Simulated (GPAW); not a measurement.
## Fe2 W2 Fe2 110: parallel and opposed starts

Does Fe2 W2 Fe2 110 prefer parallel or opposed moments, or none?

Method: PBE; plane waves with GPAW's PAW setups, scalar-relativistic, in GPAW 26.7.0.

### Step 1. Starting point

The cell holds 6 atoms: 4 Fe and 2 W. Its edges and angles: a = 2.741 Å, b = 2.741 Å, c = 21.473 Å, α = 90.0°, β = 90.0°, γ = 109.5°. ideal sites on the substrate's mesh, layer spacings from atomic volumes, unrelaxed, 12 A of vacuum. Vacuum lies along c.

### Step 2. Run 1 (ferro ++++)

Parallel moments need no larger cell; this start tests for a ferromagnetic state only.

The input, order1.py:

```python
import json
import numpy as np
from ase import Atoms
from ase.parallel import paropen, parprint
from gpaw import GPAW

atoms = Atoms(['Fe', 'Fe', 'W', 'W', 'Fe', 'Fe'],
    cell=[[1.5825, -2.237993, 0.0],
         [1.5825, 2.237993, 0.0],
         [0.0, 0.0, 21.473056]],
    scaled_positions=[[0.0, 0.0, 0.27942],
         [0.5, 0.5, 0.357001],
         [0.0, 0.0, 0.447896],
         [0.5, 0.5, 0.552104],
         [0.0, 0.0, 0.642999],
         [0.5, 0.5, 0.72058]],
    pbc=True,
    magmoms=[2.6, 2.6, 0.0, 0.0, 2.6, 2.6])
atoms.calc = GPAW(mode={'name': 'pw', 'ecut': 450},
    xc='PBE',
    kpts={'size': (20, 20, 1), 'gamma': True},
    occupations={'name': 'fermi-dirac', 'width': 0.05},
    convergence={'density': 1e-05, 'energy': 1e-05},
    maxiter=200,
    mixer={'name': 'pulay', 'beta': 0.03, 'nmaxold': 8, 'weight': 100},
    symmetry={'tolerance': 1e-4},
    txt='order1.txt')
e = atoms.get_potential_energy(force_consistent=True)
res = {'free_energy': e, 'energy_sigma0': atoms.get_potential_energy(), 'fermi_energy': atoms.calc.get_fermi_level()}
res['moments'] = atoms.get_magnetic_moments().tolist()
res['total'] = atoms.get_magnetic_moment()
parprint('site moments (muB):', np.round(res['moments'], 3))
parprint(f"total moment: {res['total']:.3f} muB")
parprint(f'free energy: {e:.6f} eV')
atoms.calc.write('order1.gpw')
with paropen('results.json', 'w') as f:
    json.dump(res, f)
```

Run with:

```sh
$ OMP_NUM_THREADS=1 mpirun -n 4 gpaw python order1.py > order1.log
```

Numbers of over 12 decimals in the logs are rounded to 6 here.

What it wrote:

```text
site moments (muB): [ 2.814  2.11  -0.074 -0.074  2.11   2.814]
total moment: 9.868 muB
free energy: -56.295627 eV

--- order1.txt ---
Input parameters:
  mode=PW(ecut=450),
  convergence={'density': 1e-05, 'energy': 1e-05},
  kpts=MonkhorstPack(size=(20, 20, 1), gamma=True),
  maxiter=200,
  mixer=Pulay(name='pulay', nmaxold=8, beta=0.03, weight=100, sigma=0.015, g_ss=None),
  occupations=Occupations(name='fermi-dirac', width=0.05),
  symmetry=Symmetry(tolerance=0.0001),
  xc=XC(name='PBE')

Diagonalizing LCAO Hamiltonian
Converting LCAO to pw mode

           Fe

       Fe

           W

       W

           Fe

       Fe

Atoms  # Å, Bohr magnetons
|   | symbol |        x |        y |         z |    initial magnetic moments |
|---|--------|----------|----------|-----------|-----------------------------|
| 0 |     Fe | 0.000000 | 0.000000 |  6.000001 | ( 0.0000,  0.0000,  2.6000) |
| 1 |     Fe | 1.582500 | 0.000000 |  7.665902 | ( 0.0000,  0.0000,  2.6000) |
| 2 |      W | 0.000000 | 0.000000 |  9.617696 | ( 0.0000,  0.0000,  0.0000) |
| 3 |      W | 1.582500 | 0.000000 | 11.855360 | ( 0.0000,  0.0000,  0.0000) |
| 4 |     Fe | 0.000000 | 0.000000 | 13.807154 | ( 0.0000,  0.0000,  2.6000) |
| 5 |     Fe | 1.582500 | 0.000000 | 15.473055 | ( 0.0000,  0.0000,  2.6000) |

Unit cell  # Å
| periodic |        x |         y |         z |   lengths |     angles |
|----------|----------|-----------|-----------|-----------|------------|
|      yes | 1.582500 | -2.237993 |  0.000000 |  2.740970 |  90.000000 |
|      yes | 1.582500 |  2.237993 |  0.000000 |  2.740970 |  90.000000 |
|      yes | 0.000000 |  0.000000 | 21.473056 | 21.473056 | 109.471222 |

Number of symmetries: 4

BZ-sampling:
  Number of BZ points: 400
  Number of IBZ points: 111

  Monkhorst-Pack size: [20, 20, 1]
  Monkhorst-Pack shift: [0.025, 0.025, 0.0]

K-points  # in reciprocal-cell coordinates
|     |                                coordinates |     weight |
|-----|--------------------------------------------|------------|
|   0 | ( -0.00000000,  -0.00000000,   0.00000000) | 0.00250000 |
|   1 | (  0.05000000,  -0.05000000,   0.00000000) | 0.00500000 |
|   2 | (  0.05000000,  -0.00000000,   0.00000000) | 0.01000000 |
|   3 | (  0.05000000,   0.05000000,   0.00000000) | 0.00500000 |
|   4 | (  0.10000000,  -0.10000000,   0.00000000) | 0.00500000 |
|   5 | (  0.10000000,  -0.05000000,   0.00000000) | 0.01000000 |
|   6 | (  0.10000000,  -0.00000000,   0.00000000) | 0.01000000 |
|   7 | (  0.10000000,   0.05000000,   0.00000000) | 0.01000000 |
|   8 | (  0.10000000,   0.10000000,   0.00000000) | 0.00500000 |
|   9 | (  0.15000000,  -0.15000000,   0.00000000) | 0.00500000 |
| ... |                                            |            |
| 110 | (  0.50000000,   0.50000000,   0.00000000) | 0.00250000 |

Plane wave coefficients: 3346
Cutoff: 450.000000 eV

Spin-components: 2 (collinear spins)
Bands:           47
Projectors:      36
Spin-degeneracy: 1
Datatype:        complex128

Parallelization:
  kpt:    4
  domain: 1
  band:   1

Density:
  Valence electrons: 60.0
  Components: 2
  Grid points: [ 14  14 108]
  Charge: 0.0  # |e|

Potential:
  Grid points: [ 14  14 108]

species:
  Fe:
    name:    Iron
    Z:       26.0
    valence: 8
    core:    18
    charge:  0.0  # [|e|]
    compensation charges:
      type: gauss
      rc: 0.33  # [Å]
      lmax: 2
    cutoffs:
      filter: 2.06  # [Å]
      core: 2.67  # [Å]
    projectors
    | kind |    occ | energy [eV] | rcut [Å] |
    |------|--------|-------------|----------|
    |   4s |  2.000 |      -5.291 |    1.164 |
    |   4p |  0.000 |      -1.326 |    1.058 |
    |   3d |  6.000 |      -7.505 |    1.058 |
    |    s |        |      21.920 |    1.164 |
    |    p |        |      25.885 |    1.058 |
    |    d |        |      19.706 |    1.058 |

    Using partial waves for Fe as LCAO basis

  W:
    name:    Tungsten
    Z:       74.0
    valence: 14
    core:    60
    charge:  0.0  # [|e|]
    compensation charges:
      type: gauss
      rc: 0.40  # [Å]
      lmax: 2
    cutoffs:
      filter: 2.36  # [Å]
      core: 3.02  # [Å]
    projectors
    | kind |    occ | energy [eV] | rcut [Å] |
    |------|--------|-------------|----------|
    |   5s |  2.000 |     -78.830 |    1.344 |
    |   6s |  2.000 |      -5.697 |    1.344 |
    |   5p |  6.000 |     -43.233 |    1.355 |
    |   6p |  0.000 |      -1.367 |    1.355 |
    |   5d |  4.000 |      -4.494 |    1.228 |
    |    d |        |      22.717 |    1.228 |

    Using partial waves for W as LCAO basis

Reference energy: -1016021.161710  # eV

eigensolver:
  PPCG
  Converge bands: occupied
  niter=2

density mixing:
  Pulay-Mixer
  Linear mixing parameters: 0.03
  Old densities: 8
  Fourier metric: weight=100, sigma=0.015

occupation numbers:
  Fermi-Dirac:
    width: 0.0500  # eV

poisson solver:
  ecut: 3600.000000  # eV

xc functional:
  name: PBE with 2 nearest neighbor stencil

convergence criteria:
- Maximum integral of absolute [dens]ity change: 1e-05 electrons / valence electron
- Maximum [total energy] change in last 3 cyles: 1e-05 eV / valence electron
- Maximum integral of absolute [eigenst]ate change: 4e-08 eV^2 / valence electron
maximum number of iterations: 200

SCF iterations
|iter     |      energy | eigst |  dens |  magmom |
|---------|-------------|-------|-------|---------|
|iter:   1|       0s |  -58.138709 | +0.25 |       | +10.4158|
|iter:   2|      12s |  -57.328483 | -1.37 | -0.89 | +10.3888|
|iter:   3|      23s |  -56.814097 | -2.00 | -0.98 | +10.3628|
|iter:   4|      34s |  -56.646629 | -2.67 | -1.05 | +10.3473|
|iter:   5|      46s |  -56.088438 | -1.05 | -1.07 | +10.2079|
|iter:   6|      57s |  -56.086570 | -2.41 | -1.28 | +10.2079|
|iter:   7|      68s |  -56.104051 | -3.16 | -1.28 | +10.2115|
|iter:   8|      79s |  -56.105085 | -2.42 | -1.27 | +10.1325|
|iter:   9|      91s |  -56.210825 | -2.00 | -1.38 | +10.0087|
|iter:  10|     102s |  -56.113459 | -2.47 | -1.52 | +10.0632|
[... 29 iterations left out ...]
|iter:  40|     402s |  -56.276735c| -8.13c| -4.31 |  +9.8682|
|iter:  41|     411s |  -56.276734c| -7.71c| -4.37 |  +9.8682|
|iter:  42|     416s |  -56.276734c| -8.23c| -4.58 |  +9.8682|
|iter:  43|     421s |  -56.276734c| -8.92c| -4.58 |  +9.8682|
|iter:  44|     426s |  -56.276734c| -8.38c| -4.60 |  +9.8683|
|iter:  45|     432s |  -56.276734c| -8.45c| -4.74 |  +9.8683|
|iter:  46|     437s |  -56.276734c| -8.94c| -4.89 |  +9.8683|
|iter:  47|     442s |  -56.276733c| -9.25c| -4.91 |  +9.8683|
|iter:  48|     447s |  -56.276734c| -9.09c| -4.95 |  +9.8684|
|iter:  49|     452s |  -56.276734c| -8.82c| -5.01c|  +9.8684|

Converged in 49 steps
Energy contributions relative to reference atoms: (reference = -1016021.161710)

Energy contributions:
  Kinetic:          47.781568
  Coulomb:         -45.341835
  Zero:              0.533250
  External:          0.000000
  Xc:              -59.230824
  Entropy:          -0.037787
  Spinorbit:         0.000000
  ----------------------------
  Free energy:     -56.295627
  Extrapolated:    -56.276734

dipole moment: (-27.251803, 0.000000, -0.000380)  # |e|*Ang

Total magnetic moment: (0.000000, 0.000000, 9.868391)

Local magnetic moments
|        x |        y |         z |
|----------|----------|-----------|
| 0.000000 | 0.000000 |  2.813542 |  # Fe   0
| 0.000000 | 0.000000 |  2.109758 |  # Fe   1
| 0.000000 | 0.000000 | -0.073577 |  # W    2
| 0.000000 | 0.000000 | -0.073577 |  # W    3
| 0.000000 | 0.000000 |  2.109758 |  # Fe   4
| 0.000000 | 0.000000 |  2.813542 |  # Fe   5

Fermi level: 4.212
Eigenvalues  # (at kpt = [-0.000, -0.000, 0.000])
| band index |      eig [eV] | occ [0-1] |      eig [eV] | occ [0-1] |
|------------|---------------|-----------|---------------|-----------|
|          0 |       -69.567 |     1.000 |       -69.600 |     1.000 |
|        ... |               |           |               |           |
|         23 |         2.174 |     1.000 |         3.944 |     0.995 |
|         24 |         2.266 |     1.000 |         4.034 |     0.973 |
|         25 |         2.315 |     1.000 |         4.420 |     0.016 |
|         26 |         2.315 |     1.000 |         4.484 |     0.004 |
|         27 |         2.563 |     1.000 |         4.550 |     0.001 |
|         28 |         2.665 |     1.000 |         5.022 |     0.000 |
|         29 |         2.665 |     1.000 |         5.027 |     0.000 |
|         30 |         2.833 |     1.000 |         5.230 |     0.000 |
|         31 |         2.876 |     1.000 |         5.294 |     0.000 |
|         32 |         3.112 |     1.000 |         5.369 |     0.000 |
|         33 |         3.147 |     1.000 |         5.442 |     0.000 |
|         34 |         3.200 |     1.000 |         5.517 |     0.000 |
|         35 |         3.473 |     1.000 |         5.518 |     0.000 |
|         36 |         3.690 |     1.000 |         5.519 |     0.000 |
|         37 |         5.282 |     0.000 |         5.901 |     0.000 |
|         38 |         5.390 |     0.000 |         6.526 |     0.000 |
|        ... |               |           |               |           |
|         46 |         8.944 |     0.000 |         9.130 |     0.000 |

No gap
No difference between direct/indirect transitions
```

Run time: 7.8 min. Hardware: 4 MPI ranks of Arm Neoverse V2, shared host; peak memory 1.4 GiB; 31 min of CPU time.

Spin moment in the augmentation sphere by atom:

```csv
atom,spin moment in the augmentation sphere (μB)
Fe1,2.81
Fe2,2.11
W3,-0.07
W4,-0.07
Fe5,2.11
Fe6,2.81
```

This step gave:

```
magnetization : 9.868 μB
final state   : ferromagnetic
```

After 49 cycles the largest moment stands at 2.81 μB.

### Step 3. Start 2: antiferro ++--

Reversing part of the moments tests the sign of the couplings between them.

order2.py is the script of step 2 with these lines changed:

```diff
@@ -17,3 +17,3 @@
     pbc=True,
-    magmoms=[2.6, 2.6, 0.0, 0.0, 2.6, 2.6])
+    magmoms=[2.6, 2.6, 0.0, 0.0, -2.6, -2.6])
 atoms.calc = GPAW(mode={'name': 'pw', 'ecut': 450},
@@ -26,3 +26,3 @@
     symmetry={'tolerance': 1e-4},
-    txt='order1.txt')
+    txt='order2.txt')
 e = atoms.get_potential_energy(force_consistent=True)
@@ -34,3 +34,3 @@
 parprint(f'free energy: {e:.6f} eV')
-atoms.calc.write('order1.gpw')
+atoms.calc.write('order2.gpw')
 with paropen('results.json', 'w') as f:
```

Run with:

```sh
$ OMP_NUM_THREADS=1 mpirun -n 4 gpaw python order2.py > order2.log
```

What it wrote:

```text
site moments (muB): [ 2.804  2.077 -0.095  0.095 -2.077 -2.804]
total moment: 0.000 muB
free energy: -56.298571 eV

--- order2.txt ---
Input parameters:
  mode=PW(ecut=450),
  convergence={'density': 1e-05, 'energy': 1e-05},
  kpts=MonkhorstPack(size=(20, 20, 1), gamma=True),
  maxiter=200,
  mixer=Pulay(name='pulay', nmaxold=8, beta=0.03, weight=100, sigma=0.015, g_ss=None),
  occupations=Occupations(name='fermi-dirac', width=0.05),
  symmetry=Symmetry(tolerance=0.0001),
  xc=XC(name='PBE')

Diagonalizing LCAO Hamiltonian
Converting LCAO to pw mode

           Fe

       Fe

           W

       W

           Fe

       Fe

Atoms  # Å, Bohr magnetons
|   | symbol |        x |        y |         z |    initial magnetic moments |
|---|--------|----------|----------|-----------|-----------------------------|
| 0 |     Fe | 0.000000 | 0.000000 |  6.000001 | ( 0.0000,  0.0000,  2.6000) |
| 1 |     Fe | 1.582500 | 0.000000 |  7.665902 | ( 0.0000,  0.0000,  2.6000) |
| 2 |      W | 0.000000 | 0.000000 |  9.617696 | ( 0.0000,  0.0000,  0.0000) |
| 3 |      W | 1.582500 | 0.000000 | 11.855360 | ( 0.0000,  0.0000,  0.0000) |
| 4 |     Fe | 0.000000 | 0.000000 | 13.807154 | ( 0.0000,  0.0000, -2.6000) |
| 5 |     Fe | 1.582500 | 0.000000 | 15.473055 | ( 0.0000,  0.0000, -2.6000) |

Unit cell  # Å
| periodic |        x |         y |         z |   lengths |     angles |
|----------|----------|-----------|-----------|-----------|------------|
|      yes | 1.582500 | -2.237993 |  0.000000 |  2.740970 |  90.000000 |
|      yes | 1.582500 |  2.237993 |  0.000000 |  2.740970 |  90.000000 |
|      yes | 0.000000 |  0.000000 | 21.473056 | 21.473056 | 109.471222 |

Number of symmetries: 4

BZ-sampling:
  Number of BZ points: 400
  Number of IBZ points: 111

  Monkhorst-Pack size: [20, 20, 1]
  Monkhorst-Pack shift: [0.025, 0.025, 0.0]

Plane wave coefficients: 3346
Cutoff: 450.000000 eV

Spin-components: 2 (collinear spins)
Bands:           40
Projectors:      36
Spin-degeneracy: 1
Datatype:        complex128

Parallelization:
  kpt:    4
  domain: 1
  band:   1

Density:
  Valence electrons: 60.0
  Components: 2
  Grid points: [ 14  14 108]
  Charge: 0.0  # |e|

Potential:
  Grid points: [ 14  14 108]

[... setups left out ...]
Reference energy: -1016021.161710  # eV

eigensolver:
  PPCG
  Converge bands: occupied
  niter=2

density mixing:
  Pulay-Mixer
  Linear mixing parameters: 0.03
  Old densities: 8
  Fourier metric: weight=100, sigma=0.015

occupation numbers:
  Fermi-Dirac:
    width: 0.0500  # eV

poisson solver:
  ecut: 3600.000000  # eV

xc functional:
  name: PBE with 2 nearest neighbor stencil

convergence criteria:
- Maximum integral of absolute [dens]ity change: 1e-05 electrons / valence electron
- Maximum [total energy] change in last 3 cyles: 1e-05 eV / valence electron
- Maximum integral of absolute [eigenst]ate change: 4e-08 eV^2 / valence electron
maximum number of iterations: 200

SCF iterations
|iter     |      energy | eigst |  dens |  magmom |
|---------|-------------|-------|-------|---------|
|iter:   1|       0s |  -58.153871 | +0.27 |       |  +0.0000|
|iter:   2|       9s |  -57.330623 | -1.20 | -0.89 |  -0.0000|
|iter:   3|      19s |  -56.807964 | -1.56 | -0.97 |  +0.0000|
|iter:   4|      28s |  -56.632895 | -2.32 | -1.04 |  -0.0000|
|iter:   5|      38s |  -56.062069 | -0.73 | -1.07 |  +0.0000|
|iter:   6|      47s |  -56.086350 | -2.17 | -1.28 |  +0.0000|
|iter:   7|      57s |  -56.154607 | -2.10 | -1.27 |  +0.0000|
|iter:   8|      67s |  -56.145257 | -1.43 | -1.31 |  -0.0000|
|iter:   9|      76s |  -56.223852 | -2.00 | -1.48 |  +0.0000|
|iter:  10|      86s |  -56.232101 | -2.04 | -1.57 |  -0.0000|
[... 34 iterations left out ...]
|iter:  45|     377s |  -56.278705c| -7.62c| -4.38 |  +0.0000|
|iter:  46|     382s |  -56.278705c| -7.99c| -4.50 |  +0.0000|
|iter:  47|     386s |  -56.278705c| -8.13c| -4.54 |  +0.0000|
|iter:  48|     391s |  -56.278705c| -8.58c| -4.57 |  +0.0000|
|iter:  49|     395s |  -56.278705c| -7.83c| -4.58 |  +0.0000|
|iter:  50|     399s |  -56.278705c| -8.26c| -4.76 |  +0.0000|
|iter:  51|     404s |  -56.278705c| -8.61c| -4.82 |  +0.0000|
|iter:  52|     408s |  -56.278704c| -8.91c| -4.83 |  +0.0000|
|iter:  53|     413s |  -56.278704c| -8.54c| -4.89 |  +0.0000|
|iter:  54|     417s |  -56.278704c| -8.75c| -5.04c|  +0.0000|

Converged in 54 steps
Energy contributions relative to reference atoms: (reference = -1016021.161710)

Energy contributions:
  Kinetic:          46.682147
  Coulomb:         -44.420600
  Zero:              0.535363
  External:          0.000000
  Xc:              -59.055746
  Entropy:          -0.039735
  Spinorbit:         0.000000
  ----------------------------
  Free energy:     -56.298571
  Extrapolated:    -56.278704

dipole moment: (-27.253307, 0.000000, -0.000380)  # |e|*Ang

Total magnetic moment: (0.000000, 0.000000, 0.000000)

Local magnetic moments
|        x |        y |         z |
|----------|----------|-----------|
| 0.000000 | 0.000000 |  2.803675 |  # Fe   0
| 0.000000 | 0.000000 |  2.076963 |  # Fe   1
| 0.000000 | 0.000000 | -0.094665 |  # W    2
| 0.000000 | 0.000000 |  0.094665 |  # W    3
| 0.000000 | 0.000000 | -2.076962 |  # Fe   4
| 0.000000 | 0.000000 | -2.803675 |  # Fe   5

Fermi level: 4.213
Eigenvalues  # (at kpt = [-0.000, -0.000, 0.000])
| band index |      eig [eV] | occ [0-1] |      eig [eV] | occ [0-1] |
|------------|---------------|-----------|---------------|-----------|
|          0 |       -69.613 |     1.000 |       -69.613 |     1.000 |
|        ... |               |           |               |           |
|         23 |         2.663 |     1.000 |         2.663 |     1.000 |
|         24 |         2.793 |     1.000 |         2.793 |     1.000 |
|         25 |         3.093 |     1.000 |         3.093 |     1.000 |
|         26 |         3.105 |     1.000 |         3.105 |     1.000 |
|         27 |         3.341 |     1.000 |         3.341 |     1.000 |
|         28 |         3.434 |     1.000 |         3.434 |     1.000 |
|         29 |         3.822 |     1.000 |         3.822 |     1.000 |
|         30 |         3.982 |     0.990 |         3.982 |     0.990 |
|         31 |         4.429 |     0.013 |         4.429 |     0.013 |
|         32 |         4.796 |     0.000 |         4.796 |     0.000 |
|         33 |         4.988 |     0.000 |         4.988 |     0.000 |
|         34 |         5.228 |     0.000 |         5.228 |     0.000 |
|         35 |         5.373 |     0.000 |         5.373 |     0.000 |
|         36 |         5.497 |     0.000 |         5.497 |     0.000 |
|         37 |         5.510 |     0.000 |         5.510 |     0.000 |
|         38 |         6.150 |     0.000 |         6.150 |     0.000 |
|         39 |         6.257 |     0.000 |         6.257 |     0.000 |

No gap
No difference between direct/indirect transitions
```

Run time: 7.2 min. Hardware: 4 MPI ranks; peak memory 1.4 GiB; 29 min of CPU time.

Spin moment in the augmentation sphere by atom:

```csv
atom,spin moment in the augmentation sphere (μB)
Fe1,2.80
Fe2,2.08
W3,-0.09
W4,0.09
Fe5,-2.08
Fe6,-2.80
```

Numbers from this step:

| Property | Result |
| --- | --- |
| magnetization | 0 μB |
| final state | antiferromagnetic |

It lies 0.736 meV a seeded atom under the first start, and its largest moment is 2.80 μB against 2.81 μB.

### Step 4. Ranking

These are free energies at a smearing of 0.05 eV, so its entropy term is in the differences. They are divided by the number of seeded atoms, so that cells of unlike size compare.

Orders:

```csv
start,final state,typed order kept,energy over the lowest (meV a seeded atom),largest site moment (μB),net moment (μB a primitive cell),mesh matched,CPU time (s)
ferro ++++,ferromagnetic,yes,0.7361,2.814,9.868,yes,1881
antiferro ++--,antiferromagnetic,yes,0,2.804,0,yes,1735
```

### Step 5. Outcome

| Quantity | Value |
| --- | --- |
| lowest state found | antiferromagnetic (typed antiferro ++--) |
| largest site moment | 2.80 μB |
| next state | ferromagnetic, 0.736 meV a seeded atom higher |

What this shows: The lowest state found is antiferromagnetic, reached from the start antiferro ++--, with moments up to 2.80 μB. The two lowest states lie so close that the mesh, the functional or spin–orbit coupling could swap them. Only 2 starts are shown; other collinear patterns, canted and longer-period orders are not.

[Logs and program files are shortened in this print: banners, set-up blocks, solver, clock and traceback lines can be left out without a mark of their own.]

[Logs are printed without paths, hosts, clocks, repeated set-up lines and the standing remarks that a program may print on its own settings, such as how far it seeks lower states.]

[Hosts, paths, dates, database ids (printed as entryN), source tags and the programs' standing remarks are cut or masked in the printed files.]

[Where a cell is said to come from a database of computed structures, the database is the Materials Project.]
